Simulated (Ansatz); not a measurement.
PbSe:

```
Pb Se
1.0
     3.78432    0.00000    0.00000
     0.00000    3.78432    0.00000
     0.00000    0.00000    3.78432
Pb Se
1 1
Direct
  0.00000 0.00000 0.00000
  0.50000 0.50000 0.50000
```

Measurements of this composition are mostly on another form, of space group No. 225.

| Quantity | Value |
| --- | --- |
| Program | Ansatz 0.2.0 |
| Task | relaxation of cell and atoms |
| Functional | PBE |
| Dispersion | D4 |
| Potentials or basis | Ansatz PAW |
| Cutoff | 420 eV (not typed: the program's choice for these potentials) |
| k mesh | 7 × 7 × 7 |
| Occupations | fermi-dirac, width 0.05 eV |
| Spin | no spin polarisation |

At the start: volume 27.10 Å³/atom.

Question: Where does the relaxation end?

Answer: It ends after 4 steps and the volume is 25.84 Å³/atom (-4.7 %); space group Pm-3m (No. 221, to 0.05 Å).

The path:
| step | energy change (eV) | largest force (eV/Å) | volume (Å³) |
| --- | --- | --- | --- |
| 1 | 0.0000 | 0.0000 | 54.20 |
| 2 | -0.0197 | 0.0000 | 51.26 |
| 3 | -0.0201 | 0.0000 | 51.67 |
| 4 | -0.0198 | 0.0000 | 51.67 |

Final structure:
```
Pb Se
1.0
     3.72467    0.00000    0.00000
     0.00000    3.72467    0.00000
     0.00000    0.00000    3.72467
Pb Se
1 1
Direct
  0.00000 0.00000 0.00000
  0.50000 0.50000 0.50000
```

Caveat: the plane-wave basis is chosen anew once the cell has moved, so the energies of steps on either side of that aren't comparable; pairwise dispersion overbinds metals, which lowers pressure and volume.
